## One crystal, ten runs, two outliers

Eight of the ten runs agree on the equilibrium volume of boron phosphide to within 0.04 Å³ per atom, and the two SIESTA runs break away from them by about 0.24 Å³ per atom. The break is about 2% of the volume and six times the full spread of the other eight. Its likely cause is the small set of atomic orbitals, marked DZP, in which SIESTA expands the electron states; the other eight programs use plane waves. What moves the volume is the way in which the energy error of this set changes as the crystal is stretched. An error of the same size at every volume would leave the equilibrium volume where it is.

Boron phosphide (BP, zinc blende, 2-atom cell) in DFT with the PBE functional, without spin polarisation, 10×10×10 k mesh, Fermi-Dirac smearing of 0.05 eV. Volume, bulk modulus and its pressure derivative (slope) come from Birch-Murnaghan fits to static-lattice energies at seven volumes. The basis column gives the plane-wave cutoff or, for SIESTA, the orbital set.

| program | potentials | basis | equilibrium volume (Å³/atom) | bulk modulus (GPa) | bulk modulus slope |
| --- | --- | --- | --- | --- | --- |
| VASP | VASP PAW PBE potentials, recommended | 520 eV | 11.751 | 161.70 | 3.790 |
| SIRIUS | dojo sr pbe 0.4.1 standard | 1054 eV | 11.754 | 161.20 | 3.800 |
| JDFTx | PseudoDojo SR PBE 0.5 standard | 1034 eV | 11.754 | 161.20 | 3.790 |
| ABACUS | PseudoDojo NC SR 0.4.1 PBE standard | 1034 eV | 11.754 | 161.20 | 3.790 |
| Ansatz | Ansatz PAW | 420 eV | 11.762 | 161.90 | 3.800 |
| Quantum ESPRESSO | SSSP 1.3 efficiency PBE | 748 eV | 11.765 | 161.80 | 3.790 |
| ABINIT | JTH PAW PBE v2.0 | 544 eV | 11.769 | 162.40 | 3.800 |
| GPAW | GPAW PAW data sets (gpaw data 1.2.1) | 800 eV | 11.790 | 162.10 | 3.810 |
| SIESTA | PseudoDojo 0.4 standard, converted to PSML, two zetas on semicore shells | DZP | 11.996 | 157.80 | 3.520 |
| SIESTA | PseudoDojo 0.4 standard, converted to PSML | DZP | 11.997 | 157.60 | 3.670 |

### Where the agreement ends

The natural baseline is the ABACUS row, because it uses the same family of potentials as SIESTA, PseudoDojo, but on plane waves. SIRIUS and JDFTx use this family too, and all three print 11.754 Å³ per atom. Three separately written programs thus reach the same volume once potentials of one family meet a plane-wave basis. This agreement speaks against the density functional and the potential family as the source of the SIESTA result, since SIESTA shares both.

The other five plane-wave rows lie between 0.003 below and 0.036 above this baseline. They differ in potential and in cutoff at once, so their fine order has no single cause. They do set a scale: for this crystal, a change of plane-wave program, with its usual potentials and cutoff, costs about 0.3% in volume at most. The SIESTA rows are well outside that.

The two SIESTA rows should be read as one result. They share the size of the orbital set and differ slightly in the energy shift, a setting that controls how far the orbitals reach. The additional label about semicore shells probably changes nothing, because these potentials for boron and phosphorus treat only the valence electrons. The two volumes differ by 0.001 Å³ per atom, which shows that the result can be repeated, not that it is right.

### From an energy difference to a volume

Let D be the energy of some run less the energy of the ABACUS run at the same volume V. Three limiting forms of D show what such a difference can do to a crystal.

If D is the same at every volume, the energy curve moves up or down as a whole and its minimum stays in place. The JDFTx row comes very close to this limit. Its energies lie 5.6 eV per atom above those of ABACUS, a huge amount on the scale of chemical bonds, yet this difference holds to within 0.01 meV over the whole range of volumes. The equilibrium volume is the same to every printed digit.

If D falls in a straight line as the crystal expands, the crystal gains energy by growing, exactly as if it were pushed outward from within. The push is a pressure, P = −dD/dV. Near its minimum the baseline energy rises as B(V − V₀)²/(2V₀), where V₀ is the equilibrium volume and B the bulk modulus, the resistance to a change of volume. Setting the slope of the sum to zero gives the new resting point:

V − V₀ = V₀ P / B

If D also bends upward, it adds stiffness of its own. This third case leaves the resting point roughly where the second put it but changes the bulk modulus.

A weight on a spring behaves in the same way. Choosing another zero for the energy does nothing, hanging a weight on the spring moves its resting point by force over stiffness, and adding a second spring makes the whole stiffer. The comparison holds for small shifts only. An ideal spring is as stiff when stretched as at rest, whereas a crystal softens as its bonds lengthen, and this difference becomes important for the modulus.

### The SIESTA shift worked out

The first SIESTA row lies above ABACUS by 160 meV per atom at the smallest volume computed and by 131 meV at the largest. The difference therefore shrinks by 29.5 meV while the volume grows from 10.98 to 12.38 Å³ per atom. With 1 eV/Å³ equal to 160.2 GPa, the two steps are:

- P = 0.0295 eV / 1.40 Å³ = 0.021 eV/Å³ = 3.4 GPa
- V − V₀ = 11.754 Å³ × 3.4 / 161.2 = 0.25 Å³ per atom

The row itself gives a shift of 0.242 Å³ per atom. An error that fades by only 30 meV is thus enough to move the volume by 2%.

The same formula covers the other rows. For each of them, P was taken as minus the slope, at the middle volume, of a least-squares parabola through D at seven evenly spaced volumes. The shifts then come out within about 0.005 Å³ per atom in every row, the SIESTA rows being the worst. The equilibrium volumes were themselves found from these energies, so the agreement is no independent test of the calculations. It does show that one feature of the energy curve, its extra slope, accounts for the break.

The formula does this well because it neglects two effects that oppose each other. The stretched crystal yields more easily than the formula assumes, which would make the shift larger. The push also weakens as the crystal grows, which makes it smaller.

Set beside each other, the JDFTx and SIESTA rows show why the height of the total energy says little about the volume. At the smallest volume computed, the JDFTx energy differs from the baseline by some 35 times as much as that of SIESTA, yet the equilibrium volume of the JDFTx row does not move. Only the part of an energy difference that changes with volume can act on the volume.

### Why the bulk modulus looks better than it should

A crystal stretched by 2% in volume ought to be clearly softer. The table allows an estimate through the bulk modulus slope B′, which tells by how many GPa the modulus changes for each GPa of pressure. For the baseline B′ is 3.79, so an outward push of a little over 3 GPa should lower the modulus by about 12 GPa, or 7%. The SIESTA rows are in fact lower by only about 3.5 GPa, or 2%.

Most of the expected softening is made good by the third limiting case. The SIESTA difference does not fall in a straight line: it drops faster in the compressed crystal than in the expanded one, so it bends upward and resists changes of volume. From the same parabola, this bending adds 8 to 9 GPa to the modulus. Stretching and bending together reproduce the two SIESTA moduli to within 0.5 GPa, which is too coarse to explain why one of them is 0.2 GPa below the other.

The small error of the modulus is therefore the sum of two larger errors of opposite sign. Someone who checked the orbital set by the modulus alone would see a deviation of 2% and might take the energy curve to be sound. The volume is off by 2% as well, but it is the sharper test: the plane-wave rows agree on it to 0.3%, and on the modulus only to 0.7%.

The bulk modulus slope is the least secure number in the SIESTA rows. It is 3.52 in one and 3.67 in the other, although the two energy curves nowhere differ by more than 0.4 meV per atom. The slope depends on the third derivative of the energy, and each further derivative magnifies small differences between the computed curves. The eight plane-wave rows, by contrast, stay between 3.79 and 3.81.

### Why a small orbital set would push the crystal apart

For a given potential, a restricted basis can only raise the energy, because the electrons are denied some of the shapes that they would otherwise take. The SIESTA energies do lie above those of ABACUS at every volume computed. This fits an incomplete basis, and the sign of the slope then becomes a question about where the restriction hurts most.

The limit of well-separated atoms suggests the answer. The DZP set has two radial functions for each valence orbital and one set of polarising functions, all made from calculations on single atoms. Such functions suit an atom that is left alone. In the crystal each atom has four close neighbours, charge collects in the bonds between them, and the states need shapes that the set can only approximate.

On this argument compression takes the crystal further from the free atoms and raises the energy penalty, while expansion lowers it. A penalty that fades towards the atomic limit must also flatten out at some point, which would fit the upward bend seen in the modulus. Both the tilt and the bend of the SIESTA curve are thus consistent with one picture, though they do not prove it.

The sign is not a general law. In a compressed crystal the orbitals of neighbouring atoms overlap more and can lend each other flexibility, which lowers the penalty just where the first effect raises it. The energies show only the net result: in boron phosphide the SIESTA energy rises further above the baseline on compression.

The basis is the most probable cause but has not been isolated. SIESTA also reads the potentials in a converted format and evaluates part of the energy on a grid in real space, and either could contribute. The deciding test is to enlarge the orbital set and leave everything else alone. If the basis is to blame, the volume should move down towards 11.75 Å³ per atom.

### What the shift means in use

As a length, the break is 0.7% of the lattice constant. That sounds harmless until a structure is carried from one program to another. A SIESTA run in the lattice found by the plane-wave programs starts under an outward pressure of about 3 GPa, which is produced by the method and not by any load on the material. Computed stresses and strains should therefore be counted from the equilibrium lattice of the same program with the same basis.

The formula also tells how such an error would carry over to a related crystal. The relative change of volume is P/B, so the same push in a material half as stiff would expand it by twice the percentage. Boron phosphide is a stiff solid, and its stiffness keeps the effect of a 3 GPa push down to 2%. The push itself has to be found anew for each material, by comparing the small basis with a better one. Energies at a single volume are not enough, since they give the height of the error but not its slope. Energies at two volumes will do. The pressures that both runs compute at one volume serve only when the push is large, because at a fixed basis they can lie below the slope of the energies, by an amount that differs between runs. Between ABINIT and ABACUS the energies give a push of about 0.2 GPa, the computed pressures almost none. For boron phosphide at the middle volume, the pressures from SIESTA and ABACUS differ by about 3.4 GPa, in line with the push found from the energies.
